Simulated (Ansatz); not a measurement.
AlN in the wurtzite structure, relaxed with r2SCAN in the plane-wave code Ansatz. Space group P6_3mc (No. 186), hexagonal; a = 3.107 Å, c = 4.979 Å in the conventional setting, 10.40 Å³ an atom. Al is surrounded by 4 N at 1.89–1.90 Å; N is surrounded by 4 Al at 1.89–1.90 Å.

The axes x, y and z are those of this cell:
```xyz
4
Lattice="3.1067 0.0000 0.0000 -1.5533 2.6905 0.0000 0.0000 0.0000 4.9786" Properties=species:S:1:pos:R:3 pbc="T T T"
Al    0.0000    1.7937   -0.0164
Al    1.5533    0.8968    2.4729
N     0.0000    1.7937    1.8834
N     1.5533    0.8968    4.3727
```

Unstrained: PBE gives a direct gap of 4.232 eV at Γ. The r2SCAN gap is direct at Γ: 4.880 eV. With HSE06 the gap is 5.599 eV and direct, at Γ. Meshes: PBE 12×12×6, r2SCAN 12×12×6, HSE06 6×6×4. Strains are changes of length per length. After each strain the atoms were relaxed again with r2SCAN within the symmetry that the strain leaves, so tilts or polar shifts that break it weren't tested; points keep the names that they have in the unstrained zone. Calculated for a static, non-magnetic cell.

(1) Apply epitaxial +4.37 % in the xy plane, free normal strain -2.78 %. How far does the gap move, against the unstrained cell?

(2) Apply isotropic +4.46 % on every length. How far does the gap move, against the unstrained cell?

Answers

(1) PBE: the gap goes from 4.232 to 3.374 eV (-0.858 eV); with r2SCAN the top three valence levels at Γ, grouped 1+2 from the top over 223 meV, become 1+2 over 696 meV. r2SCAN: the gap goes from 4.880 to 3.975 eV (-0.905 eV). HSE06: the gap goes from 5.599 to 4.684 eV (-0.915 eV). The r2SCAN energy rises by 54.2 meV an atom.

(2) PBE: the gap goes from 4.232 to 3.143 eV (-1.089 eV); with r2SCAN the top three valence levels at Γ, grouped 1+2 from the top over 223 meV, become 1+2 over 171 meV. r2SCAN: the gap goes from 4.880 to 3.733 eV (-1.147 eV). HSE06: the gap goes from 5.599 to 4.397 eV (-1.202 eV). The r2SCAN energy rises by 108.2 meV an atom.

The meshes of the hybrids are coarse, so their gaps aren't converged to the digits shown.

The splittings at Γ are without spin-orbit coupling, which regroups them where it is of like size or larger.
